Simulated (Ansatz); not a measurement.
**Two Ansatz runs on MgH2**

The structure comes from a relaxation in the same program, started in the fluorite type, and has space group Fm-3m. Whether it is a known phase or the ground state wasn't checked.

First run: DFT, PBE, all-electron PAW with datasets made for the crystal, scalar-relativistic (Ansatz 0.2.0).

Command: `ansatz run input.yaml --threads 1 --pin off --max-ram 4096MiB --backend cpu --events-out ev --progress --plain --runs-dir out` The run took 4.8 s on 1 thread of Intel(R) Xeon(R) 6975P-C (Granite Rapids) (shared host), peak memory 0.41 GiB.

```yaml
crystal:
  lattice:
    - [0.0, 2.378705198, 2.378705198]
    - [2.378705198, 0.0, 2.378705198]
    - [2.378705198, 2.378705198, 0.0]
  atoms:
    - { symbol: Mg, position: [0.0, 0.0, 0.0] }
    - { symbol: H, position: [0.25, 0.25, 0.25] }
    - { symbol: H, position: [0.75, 0.75, 0.75] }
kpoints:
  mp_grid: { grid: [14, 14, 14] }
  band_path:
    path:
      - [0.0, 0.0, 0.0]
      - [0.5, 0.0, 0.5]
      - [0.625, 0.25, 0.625]
      - [0.375, 0.375, 0.75]
      - [0.0, 0.0, 0.0]
      - [0.5, 0.5, 0.5]
      - [0.5, 0.25, 0.75]
      - [0.5, 0.0, 0.5]
    npoints: 8
scf:
  occupations: { method: fermi_dirac, width: 0.05 }
hamiltonian:
  xc: pbe
  pseudopotentials: { kind: all_electron, datasets: crystal }
output:
  forces: true
  stress: true
  eigenvalues: true
  efg: { contact_densities: true }
```

Result: converged; pressure -0.01 GPa; no gap on the k mesh; 6 SCF iterations.

The input is then changed:

```diff
@@ -9,5 +9,5 @@
     - { symbol: H, position: [0.75, 0.75, 0.75] }
 kpoints:
-  mp_grid: { grid: [14, 14, 14] }
+  mp_grid: { grid: [5, 5, 5] }
   band_path:
     path:
```

Predict the outcome of the changed run.

It converged; energy at zero smearing +2.3 meV/atom from the first run; pressure 0.19 GPa; no gap on the k mesh; 6 SCF iterations. Some of these settings are too coarse for converged properties.

The results part of its log:

```
SCF 1 converged in 6 iterations: F = -5483.344769 eV  dr2 = 1.35e-8
  Residual-converged pass: ⟨swp⟩=2.5  Hψ=85  notcnv=0  max |occ|·‖R‖ = 4.4e-6 eV (tolerance 6.5e-6 eV)  dr2=1.34e-8  dr2_onsite=5.09e-8  max |Δocc| = 4.7e-14
  greatest PAW one-centre occupation: 0.546 electrons in one spin orbital (limit 2), on the H atom at site 2 (counted from 0), in its partial waves of l = 0
NSCF: frozen V_eff on 57 k-points
SCF converged after 6 iterations
Free energy (F): -5483.344769 eV
Harris-Foulkes:  -5483.344769 eV  (|F-HF|=5.51e-9)
Internal energy: -5483.342015 eV  (E = F + TS)
E sigma→0 (E₀):  -5483.343392 eV
Entropy (-TS):   -0.002754 eV (-0.918 meV/atom)
Past the cutoff: the bands carry plane waves up to 1.75 times it, of which those up to 1.5 times it add -0.000130 eV an atom, each by itself; the spheres take 0.000125 eV an atom off the energy for waves past 1.75 times it
By the cutoff:   a pressure is off by up to 0.007 GPa (1.2 times the spheres' own share and the shells' term, over an atom's volume, and 0.004 GPa: a bound that held against runs at twice the plane waves)
Past the cutoffs: a stress includes 0.0010 GPa for waves and charges beyond them, in addition to the slope of what the spheres take
In the spheres:  the bands' charges fall short by 9.2e-7 e at most (sound up to 1e-3), those of shells solved beside the bands by 2.7e-7 e (sound up to 5e-4)
Fermi energy:    5.561279 eV
--- Per-component energies (eV) ---
  The terms above E_closure are by the made datasets' own strengths, without shells solved beside the bands.
--- Forces (eV/Å), atoms counted from 1 ---
  atom   1  Mg    -0.00000000     0.00000000     0.00000000
  atom   2  H      0.00000000     0.00000000     0.00000000
  atom   3  H      0.00000000     0.00000000     0.00000000
  max |Σ_I F_I| component: 1.99e-19 eV/Å
--- Stress (GPa, compression-positive) ---
        0.190811       0.000000       0.000000
        0.000000       0.190811       0.000000
       -0.000000      -0.000000       0.190811
  P = ⅓ Tr σ = 0.1908 GPa (1.908 kbar)
  It holds what live shells' own plane waves past their cutoff add
--- PAW observables at the nuclei: V_zz in 10²¹ V/m², potentials from the cell's mean, atoms counted from 1 ---
  atom   1  Mg V_zz =    +0.000000   η = 0.0000   by run symmetry: forbidden
            electrostatic potential = -1097.981584 V   contact ρ = 7800.360411 e/Å³
  atom   2  H  V_zz =    -0.000000   η = 0.0000   by run symmetry: forbidden
            electrostatic potential = -40.257117 V   contact ρ = 2.985273 e/Å³
  atom   3  H  V_zz =    -0.000000   η = 0.0000   by run symmetry: forbidden
            electrostatic potential = -40.257117 V   contact ρ = 2.985273 e/Å³
--- Band table (eV; the first three rows and the last of 10) ---
  k-point 0: bands = ["-4.4410", "6.4512", "14.8516", "14.8516"]
  k-point 1: bands = ["-3.7115", "4.8905", "12.8775", "14.2110"]
  k-point 2: bands = ["-1.6125", "1.5451", "12.1443", "13.4027"]
  k-point 9: bands = ["-0.1154", "1.7920", "7.3085", "7.8470"]
```
